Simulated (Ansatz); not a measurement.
**Si: random displacements**

Method: DFT r2SCAN, scalar-relativistic, plane waves, PAW in Ansatz 0.2.0. Cutoff 500 eV, Γ-centred 12×12×12 k-points, Gaussian smearing of 0.15 eV. No spin polarisation. Energies are free energies at this smearing, counted from the undisturbed cell; pressure is positive in compression.

The undisturbed cell (relaxed at this level; this form isn't the usual structure):

```
Si
1.0
     4.71552    2.72251    1.88873
    -4.71552    2.72251    1.88873
     0.00000   -5.44502    1.88873
Si
8
Direct
  0.01615 0.71412 0.51758
  0.98385 0.28588 0.48242
  0.71242 0.71242 0.71242
  0.28588 0.48242 0.98385
  0.48242 0.98385 0.28588
  0.71412 0.51758 0.01615
  0.28758 0.28758 0.28758
  0.51758 0.01615 0.71412
```

After a displacement of all atoms with no net shift and a strain of the cell, the run gives ΔE = 96.0 meV/atom; stress (xx, yy, zz, yz, xz, xy; compression positive) (-1.89, 4.93, 0.49, -7.01, 1.94, 2.98) GPa.

| atom | Fx (eV/Å) | Fy | Fz |
| --- | --- | --- | --- |
| Si1 | 0.819 | -1.120 | -0.174 |
| Si2 | -1.124 | 0.539 | -0.283 |
| Si3 | 0.830 | -1.291 | -0.347 |
| Si4 | 0.003 | 0.063 | 1.173 |
| Si5 | -0.569 | 1.452 | -0.890 |
| Si6 | -0.628 | 1.194 | -1.265 |
| Si7 | 1.355 | 0.548 | 0.630 |
| Si8 | -0.685 | -1.385 | 1.156 |

Q: Which displacements (Å, in the unstrained cell) and strain were applied?

A:
| atom | ux | uy | uz |
| --- | --- | --- | --- |
| Si1 | -0.07 | 0.10 | 0.11 |
| Si2 | 0.00 | -0.07 | 0.00 |
| Si3 | -0.02 | 0.07 | 0.00 |
| Si4 | 0.04 | -0.04 | -0.05 |
| Si5 | 0.02 | -0.02 | 0.00 |
| Si6 | 0.07 | -0.06 | 0.05 |
| Si7 | -0.11 | -0.05 | -0.10 |
| Si8 | 0.06 | 0.07 | -0.01 |
Strain (Voigt, engineering shear): (-0.0009, -0.0073, -0.0013, 0.0525, -0.0067, -0.0267).

Cost: 1 run of about 3.4 core-minutes, on Intel Xeon 6975P-C (Granite Rapids) (shared hosts).